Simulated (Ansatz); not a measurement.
Input and command of a plane-wave DFT calculation in Ansatz:

```yaml
crystal:
  lattice:
    - [0.0, 3.2552270069, 3.2552270069]
    - [3.2552270069, 0.0, 3.2552270069]
    - [3.2552270069, 3.2552270069, 0.0]
  atoms:
    - { symbol: Hg, position: [0.0, 0.0, 0.0] }
    - { symbol: Te, position: [0.75, 0.75, 0.75] }
basis:
  ecutwfc: 420
kpoints:
  mp_grid: { grid: [12, 12, 12] }
hamiltonian:
  xc: pbesol
scf:
  occupations: { method: fermi_dirac, width: 0.15 }
output:
  forces: true
  stress: true
  eigenvalues: true
relax:
  adjacent_minimum: "off"
  f_tol: 0.001
  max_steps: 60
  cell: { stress_tol: 0.02, p_target: 40.0 }
```

```bash
ansatz run input.yaml --threads 1 --pin off --max-ram 3072MiB --backend cpu --events-out ev --progress --plain --runs-dir out
```

Processor: Intel(R) Xeon(R) Processor @ 2.50GHz (Skylake/Cascade Lake), 1 thread, on a host shared with other jobs.

**Question.** How long does it run, and how much memory does it take?

**Answer.** About 4.4 min on 1 thread of Intel(R) Xeon(R) Processor @ 2.50GHz (Skylake/Cascade Lake) (shared host), peak memory 0.46 GiB. It solves 23 bands at 72 k points (the mesh reduced by the symmetry that the task leaves, which can be less than the crystal's) with about 941 plane waves (on the last cell), in 46 SCF iterations over 9 ionic steps.
